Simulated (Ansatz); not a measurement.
Crystal: Al2O3.

```xyz
10
Lattice="4.6138 0.0000 0.0000 0.0000 9.5633 0.0000 0.0000 0.0000 3.1199" Properties=species:S:1:pos:R:3 pbc="T T T"
Al    4.5352    7.8856    0.0000
Al    0.0785    1.6777    0.0000
Al    2.2283    6.4593    1.5599
Al    2.3854    3.1040    1.5599
O     2.3069    4.7816    1.5599
O     0.5704    7.2016    1.5599
O     1.7365    2.4200    0.0000
O     2.8773    7.1433    0.0000
O     0.0000    0.0000    0.0000
O     4.0434    2.3617    1.5599
```

Measurements of this composition are mostly on another form, of space group No. 167.

```yaml
Program: Ansatz 0.2.0
Task: relaxation of cell and atoms
Functional: PBE
Potentials_or_basis: Ansatz PAW
Cutoff: "420 eV (not typed: the program's choice for these potentials)"
k_mesh: 6 × 3 × 9
Occupations: fermi-dirac, width 0.05 eV
Spin: no spin polarisation
```

At the start: volume 13.77 Å³/atom.

Q: How do energy, volume and symmetry change on relaxing?

A: It ends after 12 steps and the volume is 13.84 Å³/atom (+0.5 %); space group Pnnm (No. 58, to 0.05 Å).

The path:
```
step  energy change (eV)  largest force (eV/Å)  volume (Å³)
   1              0.0000                0.1904       137.66
   2             -0.0629                0.1347       138.48
   3             -0.1297                0.1203       140.08
   4             -0.1531                0.0693       139.72
   5             -0.1622                0.2974       139.43
   6             -0.1765                0.0287       138.36
   7             -0.1772                0.0077       138.20
   8             -0.1771                0.0050       138.21
   9             -0.1835                0.0045       138.21
  10             -0.1831                0.0255       138.37
  11             -0.1832                0.0018       138.40
  12             -0.1840                0.0018       138.40
```

Final structure:
```yaml
crystal:
  lattice:
    - [4.71343, 0.00000, 0.00000]
    - [0.00000, 9.70403, 0.00000]
    - [0.00000, 0.00000, 3.02587]
  atoms:
    - { symbol: Al, position: [0.06759, 0.82951, 0.00000] }
    - { symbol: Al, position: [0.93241, 0.17049, 0.00000] }
    - { symbol: Al, position: [0.56759, 0.67049, 0.50000] }
    - { symbol: Al, position: [0.43241, 0.32951, 0.50000] }
    - { symbol: O, position: [0.50000, 0.50000, 0.50000] }
    - { symbol: O, position: [0.24458, 0.77286, 0.50000] }
    - { symbol: O, position: [0.25542, 0.27286, 0.00000] }
    - { symbol: O, position: [0.74458, 0.72714, 0.00000] }
    - { symbol: O, position: [0.00000, 0.00000, 0.00000] }
    - { symbol: O, position: [0.75542, 0.22714, 0.50000] }
```

Caveat: the plane-wave basis is chosen anew once the cell has moved, so the energies of steps on either side of that aren't comparable; the pressure holds a Pulay correction of +0.5 GPa for the finite cutoff.
